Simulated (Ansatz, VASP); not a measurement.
This is a calculation of C (Carbon) for Ansatz 0.2.0. 

Contents of input.yaml:

```yaml
crystal:
  lattice:
    - [2.5221, 0.0, 0.0]
    - [-1.26105, 2.1842026709, 0.0]
    - [0.0, 0.0, 8.2371]
  atoms:
    - { symbol: C, position: [0.6666666667, 0.3333333333, 0.84375] }
    - { symbol: C, position: [0.3333333333, 0.6666666667, 0.34375] }
    - { symbol: C, position: [0.6666666667, 0.3333333333, 0.65625] }
    - { symbol: C, position: [0.3333333333, 0.6666666667, 0.15625] }
    - { symbol: C, position: [0.0, 0.0, 0.90625] }
    - { symbol: C, position: [0.0, 0.0, 0.40625] }
    - { symbol: C, position: [0.0, 0.0, 0.59375] }
    - { symbol: C, position: [0.0, 0.0, 0.09375] }
hamiltonian:
  xc: revpbe
  pseudopotentials: { kind: paw }
  dispersion: d4
kpoints:
  mp_grid: { grid: [12, 12, 4] }
scf:
  occupations: { method: fermi_dirac, width: 0.05 }
output:
  forces: true
  stress: true
  write_density: true
  write_potential: true
  elf: true
  volumetric_format: npy
relax:
  f_tol: 0.01
  max_steps: 40
  cell: { stress_tol: 0.05 }
```

Potentials or basis: Ansatz PAW.

Run with:

```sh
$ ansatz run input.yaml --threads 4 --pin off --max-ram 11264MiB --backend cpu --events-out ev --progress --plain --runs-dir out
```

Task: Set up the same calculation for VASP 6.6.1. Potentials or basis there: PBE PAW files C, 600 eV.

Result: As run (cutoffs and basis follow the program's own potentials, and thresholds, step limits or extra output files can differ):

INCAR

```
SYSTEM = C
PREC     = Accurate       ! precision mode
ENCUT    = 600            ! plane-wave cutoff, eV
EDIFF    = 1E-6           ! SCF threshold, eV
ISMEAR   = -1             ! smearing method
SIGMA    = 0.05           ! smearing width, eV
LREAL    = .False.        ! projectors in reciprocal space
LASPH    = .True.         ! aspherical terms in the spheres
NELM     = 100            ! most SCF steps
ALGO     = Normal         ! electronic algorithm
ISIF     = 3              ! what is computed and relaxed
LWAVE    = .False.        ! write WAVECAR
LCHARG   = .False.        ! write CHGCAR
GGA      = RE             ! functional
IVDW     = 13             ! dispersion correction
IBRION   = 2              ! ionic algorithm
NSW      = 40             ! ionic steps
EDIFFG   = -0.02          ! ionic threshold
```

Contents of KPOINTS:

```
Automatic mesh
0
Gamma
  12 12 4
  0 0 0
```

Contents of POSCAR:

```
C
1.0
    2.5221000000      0.0000000000      0.0000000000
   -1.2610500000      2.1842026709      0.0000000000
    0.0000000000      0.0000000000      8.2371000000
C
8
Direct
    0.6666666667      0.3333333333      0.8437500000
    0.3333333333      0.6666666667      0.3437500000
    0.6666666667      0.3333333333      0.6562500000
    0.3333333333      0.6666666667      0.1562500000
    0.0000000000      0.0000000000      0.9062500000
    0.0000000000      0.0000000000      0.4062500000
    0.0000000000      0.0000000000      0.5937500000
    0.0000000000      0.0000000000      0.0937500000
```

Potentials or basis: VASP PAW PBE potentials, release 64 (C).

Command:

```bash
$ cat potpaw_PBE.64/C/POTCAR > POTCAR
$ mpirun -np 1 vasp_std > vasp.out
```

Both were run:

|  | Ansatz | VASP |
| --- | --- | --- |
| Relaxed volume | 5.59 Å³/atom | 5.59 Å³/atom |
| Relaxed cell | a = 2.502 Å, b = 2.502 Å, c = 8.253 Å, α = 90.00°, β = 90.00°, γ = 120.00° | a = 2.502 Å, b = 2.502 Å, c = 8.251 Å, α = 90.00°, β = 90.00°, γ = 120.00° |
| Space group after relaxing | P6_3/mmc (No. 194) | P6_3/mmc (No. 194) |
| Pressure after relaxing | 0.0 GPa | 0.1 GPa |

Ansatz's pressure holds a Pulay term of +0.92 GPa for its cutoff of 420 eV, which the other run lacks.

Ansatz's potentials were made for PBE. VASP's potentials were made for PBE.

Where Ansatz's input types no cutoff or centring, it takes its own default and a Γ-centred mesh.

Pressure is positive in compression.
